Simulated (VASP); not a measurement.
# ZrB2 (P6/mmm) in VASP: electric field gradients with PBE

Aim: the electric field gradients of ZrB2 with PBE.

Everything below comes from runs of VASP 6.6.1. Logs are shortened: lines on timing, memory, paths and dates and some standing lists are left out, and cuts for length are marked.

**1. Starting point**

The structure is hexagonal, space group P6/mmm (No. 191). The conventional cell has a = 3.165 Å, b = 3.165 Å, c = 3.520 Å, α = 90.00°, β = 90.00°, γ = 120.00°. Around Zr (site symmetry 6/mmm) lie 12 B at 2.54 Å. B (site symmetry -6m2) has 3 B at 1.83 Å as nearest neighbours.

**2. Electric field gradients, PBE**

The input, INCAR:

```
SYSTEM = ZrB2
PREC = Accurate
ENCUT = 520
EDIFF = 1E-8
ISMEAR = -1
SIGMA = 0.03
LREAL = .False.
LASPH = .True.
NELM = 100
ALGO = Fast
ISIF = 2
LWAVE = .False.
LCHARG = .False.
GGA = PE
LEFG = .True.
NBANDS = 16
```

The input, KPOINTS:

```
regular mesh
0
Gamma
  13 13 10
  0 0 0
```

The input, POSCAR:

```
ZrB2
1.0
    3.1649998255      0.0000000000      0.0000000000
   -1.5824999128      2.7409702519      0.0000000000
    0.0000000000      0.0000000000      3.5200000000
Zr B
1 2
Direct
    0.0000000000      0.0000000000      0.0000000000
    0.3333333333      0.6666666667      0.5000000000
    0.6666666667      0.3333333333      0.5000000000
```

Potentials or basis: VASP PAW PBE potentials, release 64 (Zr_sv, B).

Started as:

```
cat potpaw_PBE.64/Zr_sv/POTCAR potpaw_PBE.64/B/POTCAR > POTCAR
mpirun -np 1 vasp_std > vasp.out
```

OUTCAR:

```text
SYSTEM = ZrB2
   PREC = Accurate
   ENCUT = 520
   EDIFF = 1E-8
   ISMEAR = -1
   LREAL = .False.
   LASPH = .True.
   NELM = 100
   ISIF = 2
   GGA = PE

 ion  position               nearest neighbor table
   1  0.000  0.000  0.000-   2 2.54   3 2.54   2 2.54   3 2.54   3 2.54   3 2.54   2 2.54   2 2.54
                             3 2.54   3 2.54   2 2.54   2 2.54
   2  0.333  0.667  0.500-   3 1.83   3 1.83   3 1.83   1 2.54   1 2.54   1 2.54   1 2.54   1 2.54
                             1 2.54
   3  0.667  0.333  0.500-   2 1.83   2 1.83   2 1.83   1 2.54   1 2.54   1 2.54   1 2.54   1 2.54
                             1 2.54

  LATTYP: Found a hexagonal cell.
 ALAT       =     3.1649998255
 C/A-ratio  =     1.1121643583

  Lattice vectors:

 A1 = (   3.1649998255,   0.0000000000,   0.0000000000)
 A2 = (  -1.5824999128,   2.7409702519,   0.0000000000)
 A3 = (   0.0000000000,   0.0000000000,   3.5200000000)

Analysis of symmetry for initial positions (statically):
=====================================================================
 Subroutine PRICEL returns:
 Original cell was already a primitive cell.

 Routine SETGRP: Setting up the symmetry group for a
 hexagonal supercell.

 Subroutine GETGRP returns: Found 24 space group operations
 (whereof 24 operations were pure point group operations)
 out of a pool of 24 trial point group operations.

The static configuration has the point symmetry D_6h.

Analysis of symmetry for dynamics (positions and initial velocities):
=====================================================================
 Subroutine PRICEL returns:
 Original cell was already a primitive cell.

 Routine SETGRP: Setting up the symmetry group for a
 hexagonal supercell.

 Subroutine GETGRP returns: Found 24 space group operations
 (whereof 24 operations were pure point group operations)
 out of a pool of 24 trial point group operations.

The dynamic configuration has the point symmetry D_6h.

 Subroutine INISYM returns: Found 24 space group operations
 (whereof 24 operations are pure point group operations),
 and found     1 'primitive' translations

----------------------------------------------------------------------------------------

                                     Primitive cell

  volume of cell :      30.5366

  direct lattice vectors                    reciprocal lattice vectors
     3.164999825  0.000000000  0.000000000     0.315955784  0.182417157  0.000000000
    -1.582499913  2.740970252  0.000000000     0.000000000  0.364834313  0.000000000
     0.000000000  0.000000000  3.520000000     0.000000000  0.000000000  0.284090909

  length of vectors
     3.164999825  3.164999826  3.520000000     0.364834313  0.364834313  0.284090909

  position of ions in fractional coordinates (direct lattice)
     0.000000000  0.000000000  0.000000000
     0.333333333  0.666666667  0.500000000
     0.666666667  0.333333333  0.500000000

  ion indices of the primitive-cell ions
   primitive index   ion index
                 1           1
                 2           2
                 3           3

----------------------------------------------------------------------------------------

 KPOINTS: regular mesh

Automatic generation of k-mesh.
 Grid dimensions read from file:
 generate k-points for:   13   13   10

 Generating k-lattice:

  Cartesian coordinates                     Fractional coordinates (reciprocal lattice)
     0.024304291  0.014032089  0.000000000     0.076923077 -0.000000000  0.000000000
     0.000000000  0.028064178  0.000000000     0.000000000  0.076923077  0.000000000
     0.000000000  0.000000000  0.028409091     0.000000000  0.000000000  0.100000000

  Length of vectors
     0.028064178  0.028064178  0.028409091

  Shift w.r.t. Gamma in fractional coordinates (k-lattice)
     0.000000000  0.000000000  0.000000000

 Subroutine IBZKPT returns following result:
 ===========================================

 Found    126 irreducible k-points:

 Following reciprocal coordinates:
            Coordinates               Weight
  0.000000  0.000000  0.000000      1.000000
  0.076923  0.000000  0.000000      6.000000
  0.153846 -0.000000  0.000000      6.000000
  0.230769  0.000000  0.000000      6.000000
  0.307692 -0.000000  0.000000      6.000000
  0.384615  0.000000  0.000000      6.000000
[... 16 lines left out ...]
  0.076923  0.000000  0.100000     12.000000
  0.153846 -0.000000  0.100000     12.000000
 [... further k-points ...]
   k-points           NKPTS =    126   k-points in BZ     NKDIM =    126   number of bands    NBANDS=     16
   number of dos      NEDOS =    301   number of ions     NIONS =      3
   total plane-waves  NPLWV =  16128
   dimension x,y,z NGX =    24 NGY =   24 NGZ =   28
   dimension x,y,z NGXF=    48 NGYF=   48 NGZF=   56
   ions per type =               1   2
   NGX,Y,Z   is equivalent  to a cutoff of  12.61, 12.61, 13.22 a.u.
   NGXF,Y,Z  is equivalent  to a cutoff of  25.21, 25.21, 26.45 a.u.
 SYSTEM =  ZrB2
   PREC   = accura    normal or accurate (medium, high low for compatibility)
   ISTART =      0    job   : 0-new  1-cont  2-samecut
   ICHARG =      2    charge: 1-file 2-atom 10-const
   ISPIN  =      1    spin polarized calculation?
   LNONCOLLINEAR =      F non collinear calculations
   LSORBIT =      F    spin-orbit coupling
   LASPH  =      T    aspherical Exc in radial PAW
   ENCUT  =  520.0 eV  38.22 Ry    6.18 a.u.   5.88  5.88  6.54*2*pi/ulx,y,z
   NELM   =    100;   NELMIN=  2; NELMDL= -5     # of ELM steps
   EDIFF  = 0.1E-07   stopping-criterion for ELM
   LREAL  =      F    real-space projection
   EDIFFG = 0.1E-06   stopping-criterion for IOM
   NSW    =      0    number of steps for IOM
   IBRION =     -1    ionic relax: 0-MD 1-quasi-New 2-CG
   NFREE  =      0    steps in history (QN), initial steepest desc. (CG)
   ISIF   =      2    stress and relaxation
   ISYM   =      2    0-nonsym 1-usesym 2-fastsym
   POTIM  = 0.5000    time-step for ionic-motion
   TEBEG  =    0.0;   TEEND  =   0.0 temperature during run
   PSTRESS=    0.0 pullay stress
   NELECT =      18.0000    total number of electrons
   NUPDOWN=      -1.0000    fix difference up-down
   EMIN   =  10.00;   EMAX   =-10.00  energy-range for DOS
   EFERMI =   0.00;   METHOD = LEGACY
   ISMEAR =    -1;   SIGMA  =   0.03  broadening in eV -4-tet -1-fermi 0-gaus
   EFERMI_NEDOS =   21; number of points for ismear=-14 and -15
   IALGO  =     68    algorithm
   IMIX   =      4    mixing-type and parameters
     AMIX     =   0.40;   BMIX     =  1.00
     AMIX_MAG =   1.60;   BMIX_MAG =  1.00
  volume/ion in A,a.u.               =      10.18        68.69
  Fermi-wavevector in a.u.,A,eV,Ry     =   1.372647  2.593926 25.635539  1.884159
  Thomas-Fermi vector in A             =   2.498235
   LORBIT       =      0    0 simple, 1 ext, 2 COOP (PROOUT), +10 PAW based schemes
   GGA     = PE    functional components
   LHFCALC =     F    Hartree Fock is set to
   AEXX    =    0.0000 exact exchange contribution
   IVDW    =     0    specifies the selected vdW correction
   LEPSILON=     F    determine dielectric tensor
   LRPA    =     F    only Hartree local field effects (RPA)
 non-spin polarized calculation
 RMM-DIIS sequential band-by-band and
  energy-cutoff  :      520.00
  volume of cell :       30.54
 maximum number of plane-waves:       836
 NGX is ok and might be reduce to    24
   NGX = 11   NGY = 11   NGZ = 13

 number of electron      18.0000000 magnetization

 Free energy of the ion-electron system (eV)
  ---------------------------------------------------
  ext. energy  EPLUGINS =         0.00000000
  ---------------------------------------------------
  free energy    TOTEN  =       -24.97585930 eV

  energy without entropy =      -24.97469690  energy(sigma->0) =      -24.97527810

 E-fermi :  10.7215     XC(G=0): -12.4757

 val. band max:       10.7069653780   @ k =   0.3077   0.1538   0.0000
 cond. band min:      10.7357188757   @ k =   0.0769   0.0769   0.3000
 fundamental gap:      0.0287534977
 Fermi energy:        10.7215465372

 k-point     1 :       0.0000    0.0000    0.0000
  band No.  band energies     occupation
      1     -38.0047      2.00000
      2     -16.1931      2.00000
      3     -15.6359      2.00000
      4     -15.6359      2.00000
      5      -2.1564      2.00000
      6       7.9440      2.00000
[... 8 lines left out ...]
     15      15.7592      0.00000
     16      15.7592      0.00000

 k-point     2 :       0.0769    0.0000    0.0000
  band No.  band energies     occupation
      1     -37.9980      2.00000
      2     -16.1831      2.00000
      3     -15.6947      2.00000
      4     -15.6486      2.00000
      5      -2.0369      2.00000
      6       7.5933      2.00000
[... 8 lines left out ...]
     15      16.3545      0.00000
     16      16.5761      0.00000

 k-point     3 :       0.1538   -0.0000    0.0000
  band No.  band energies     occupation
      1     -37.9794      2.00000
      2     -16.1553      2.00000
      3     -15.8548      2.00000
      4     -15.6837      2.00000
      5      -1.6906      2.00000
      6       6.7409      2.00000
[... 8 lines left out ...]
     15      17.2732      0.00000
     16      17.4564      0.00000

 k-point     4 :       0.2308    0.0000    0.0000
  band No.  band energies     occupation
      1     -37.9529      2.00000
      2     -16.1158      2.00000
      3     -16.0734      2.00000
      4     -15.7326      2.00000
      5      -1.1476      2.00000
      6       5.6810      2.00000
[... 8 lines left out ...]
     15      17.5976      0.00000
     16      18.9456      0.00000
[... 324 lines left out ...]
 k-point    22 :       0.0000    0.0000    0.1000
  band No.  band energies     occupation
      1     -38.0028      2.00000
      2     -16.2306      2.00000
      3     -15.6333      2.00000
      4     -15.6333      2.00000
      5      -2.0065      2.00000
      6       7.0617      2.00000
[... 8 lines left out ...]
     15      16.7156      0.00000
     16      18.3884      0.00000

 k-point    23 :       0.0769    0.0000    0.1000
  band No.  band energies     occupation
      1     -37.9961      2.00000
      2     -16.2202      2.00000
      3     -15.6919      2.00000
      4     -15.6460      2.00000
      5      -1.8914      2.00000
      6       7.1012      2.00000
[... 8 lines left out ...]
     15      16.6953      0.00000
     16      17.0670      0.00000

 k-point    24 :       0.1538   -0.0000    0.1000
  band No.  band energies     occupation
      1     -37.9775      2.00000
      2     -16.1915      2.00000
      3     -15.8510      2.00000
      4     -15.6808      2.00000
      5      -1.5580      2.00000
      6       6.7363      2.00000
[... 8 lines left out ...]
     15      17.2585      0.00000
     16      18.0835      0.00000

 [... further k-points ...]
[... 5 lines left out ...]
  --------------------------------------------------------------------------------------
  -------------------------------------------------------------------------------------
  Total        0.3925018      0.3925018      0.6811630     -0.0000000     -0.0000000     -0.0000000
  in kB       20.5935644     20.5935645     35.7388837     -0.0000000     -0.0000000     -0.0000000
  external PRESSURE =      25.6420042 kB  Pullay stress =       0.0000000 kB

 VOLUME and BASIS-vectors are now :
 -----------------------------------------------------------------------------
  energy-cutoff  :      520.00
  volume of cell :       30.54
      direct lattice vectors                 reciprocal lattice vectors
     3.164999825  0.000000000  0.000000000     0.315955784  0.182417157  0.000000000
    -1.582499913  2.740970252  0.000000000     0.000000000  0.364834313  0.000000000
     0.000000000  0.000000000  3.520000000     0.000000000  0.000000000  0.284090909

 POSITION                                       TOTAL-FORCE (eV/Angst)
 -----------------------------------------------------------------------------------
      0.00000      0.00000      0.00000         0.000000      0.000000      0.000000
     -0.00000      1.82731      1.76000        -0.000000     -0.000000      0.000000
      1.58250      0.91366      1.76000         0.000000      0.000000      0.000000
 -----------------------------------------------------------------------------------
    total drift:                               -0.000000      0.000000     -0.000000

  FREE ENERGIE OF THE ION-ELECTRON SYSTEM (eV)
  ---------------------------------------------------
  free  energy   TOTEN  =       -24.9758592977 eV

  energy  without entropy=      -24.9746969037  energy(sigma->0) =      -24.97527810

 Electric field gradients (V/A^2)
---------------------------------------------------------------------
 ion       V_xx      V_yy      V_zz      V_xy      V_xz      V_yz
---------------------------------------------------------------------
   1     -20.416   -20.416    40.832    -0.000     0.000     0.000
   2      -0.770    -0.770     1.539    -0.000     0.000    -0.000
   3      -0.770    -0.770     1.539    -0.000     0.000     0.000
---------------------------------------------------------------------

 Electric field gradients after diagonalization (V/A^2)
 (convention: |V_zz| > |V_xx| > |V_yy|)
----------------------------------------------------------------------
 ion       V_xx      V_yy      V_zz     asymmetry (V_yy - V_xx)/ V_zz
----------------------------------------------------------------------
   1     -20.416   -20.416    40.832       0.000
   2      -0.770    -0.770     1.539       0.000
   3      -0.770    -0.770     1.539       0.000
----------------------------------------------------------------------

           NMR quadrupolar parameters

 Cq : quadrupolar parameter    Cq=e*Q*V_zz/h
 eta: asymmetry parameters     (V_yy - V_xx)/ V_zz
 Q  : nuclear electric quadrupole moment in mb (millibarn)
----------------------------------------------------------------------
 ion       Cq(MHz)       eta       Q (mb)
----------------------------------------------------------------------
   1       0.099       0.000       1.000
   2       0.004       0.000       1.000
   3       0.004       0.000       1.000
----------------------------------------------------------------------
```

Run time: 80 s. Hardware: 1 thread of Intel Xeon Platinum 8488C (Sapphire Rapids), shared host; peak memory 0.18 GiB.

Results:

```yaml
Free_energy: -24.9759 eV
Pressure: 2.6 GPa
Band_gap_on_the_k_mesh: none (metal or under the smearing width)
```

Stress tensor (GPa, compression positive):
```
2.06 0.00 0.00
0.00 2.06 0.00
0.00 0.00 3.57
```

Levels at points of the mesh, in eV from the Fermi level:
```csv
k point,band 6,band 7,band 8,band 9,band 10,band 11,band 12,band 13
"(0.00, 0.00, 0.00)",-2.78,-2.78,-2.71,-2.45,3.31,3.31,4.11,4.11
"(0.00, 0.00, 0.50)",-7.10,-1.10,-1.10,0.19,0.19,0.66,0.66,1.76
```

Electric field gradients, principal values (V/Å²):
| atom | Vxx | Vyy | Vzz |
| --- | --- | --- | --- |
| 1 Zr | -20.416 | -20.416 | 40.832 |
| 2 B | -0.770 | -0.770 | 1.539 |
| 3 B | -0.770 | -0.770 | 1.539 |
